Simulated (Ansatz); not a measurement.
# BaTiO3: equation of state

One table from this session's results is given with a row withheld; the runs are named, their logs left out.

Computed with Ansatz 0.2.0 (DFT PBEsol, scalar-relativistic, unless a step's input says otherwise).

## The system as given

It takes space group P4/mmm (No. 123, tetragonal). Conventional cell: a = 4.000 Å, b = 4.000 Å, c = 4.018 Å, α = 90.00°, β = 90.00°, γ = 90.00°. Around Ba (site symmetry 4/mmm) lie 12 O at 2.83 Å. Around Ti (site symmetry 4/mmm) lie 6 O at 2.00 to 2.01 Å. O (site symmetry 4/mmm) has 2 Ti at 2.01 Å and 4 Ba at 2.83 Å as nearest neighbours. Around O (site symmetry mmm) lie 2 Ti at 2.00 Å and 4 Ba at 2.83 Å.

Structure file:

```
Ba Ti O
1.0
     3.99980    0.00000    0.00000
     0.00000    3.99980    0.00000
     0.00000    0.00000    4.01800
Ba Ti O
1 1 3
Direct
  0.00000 0.00000 0.00000
  0.50000 0.50000 0.50000
  0.50000 0.50000 0.00000
  0.50000 0.00000 0.50000
  0.00000 0.50000 0.50000
```

The cell is a deposited one (Crystallography Open Database entry 2100860); the temperature and pressure of the measurement aren't taken into account, and nothing was relaxed.

Atoms are numbered in the order of the input: Ba1, Ti2, O3, O4, O5.

Set-up of the first run:

Input file input.yaml:

```yaml
crystal:
  lattice:
    - [3.9181485176, 0.0, 0.0]
    - [0.0, 3.9181485176, 0.0]
    - [0.0, 0.0, 3.9359769848]
  atoms:
    - { symbol: Ba, position: [0.0, 0.0, 0.0] }
    - { symbol: Ti, position: [0.5, 0.5, 0.5] }
    - { symbol: O, position: [0.5, 0.5, 0.0] }
    - { symbol: O, position: [0.5, 0.0, 0.5] }
    - { symbol: O, position: [0.0, 0.5, 0.5] }
kpoints:
  mp_grid: { grid: [7, 7, 7] }
  band_path:
    path:
      - [0.0, 0.0, 0.0]
      - [0.0, 0.5, 0.0]
      - [0.5, 0.5, 0.0]
      - [0.0, 0.0, 0.0]
      - [0.0, 0.0, 0.5]
      - [0.0, 0.5, 0.5]
      - [0.5, 0.5, 0.5]
      - [0.0, 0.0, 0.5]
      - [0.0, 0.5, 0.0]
    npoints: 5
scf:
  occupations: { method: fermi_dirac, width: 0.03 }
hamiltonian:
  xc: pbesol
  pseudopotentials: { kind: all_electron, lapw: { basis_error: 0.001 } }
output:
  forces: true
  stress: true
  eigenvalues: true
```

Launch:

```console
ansatz run input.yaml --threads 2 --pin off --max-ram 8192MiB --backend cpu --events-out ev --progress --plain --runs-dir out
```

Among the steps run: Volume × 0.94, LAPW; Volume × 0.94, PAW; Volume × 0.94, crystal datasets; Volume × 0.98, LAPW; Volume × 0.98, PAW; Volume × 0.98, crystal datasets; Volume × 1.01, LAPW; Volume × 1.01, PAW; Volume × 1.01, crystal datasets; Volume × 1.04, LAPW; Volume × 1.04, PAW; Volume × 1.04, crystal datasets.

One of the session's tables, all rows but one given; the rest of the session is left out.

It belongs to the step «Fits». 

```
          method  volume (Å³/atom)  gap on the k mesh (eV)
            LAPW            12.085                    1.91
            LAPW            12.599                    1.86
            LAPW            12.856                    1.82
            LAPW            12.985                    1.79
            LAPW            13.371                    1.73
             PAW            12.085                    1.91
             PAW            12.599                    1.86
             PAW            12.856                    1.82
             PAW            12.985                    1.80
             PAW            13.371                       ?
crystal datasets            12.085                    1.91
crystal datasets            12.599                    1.86
crystal datasets            12.856                    1.82
crystal datasets            12.985                    1.79
crystal datasets            13.371                    1.73
```

**Question.** Estimate the row for PAW, 13.371.

The run gave: gap on the k mesh (eV): 1.74. In the column «gap on the k mesh (eV)» it lies between crystal datasets, 13.371 (1.73) and LAPW, 12.985 (1.79).

Limits of these values: Warnings in the runs' records: gradients without spin orbit, crystal datasets made.
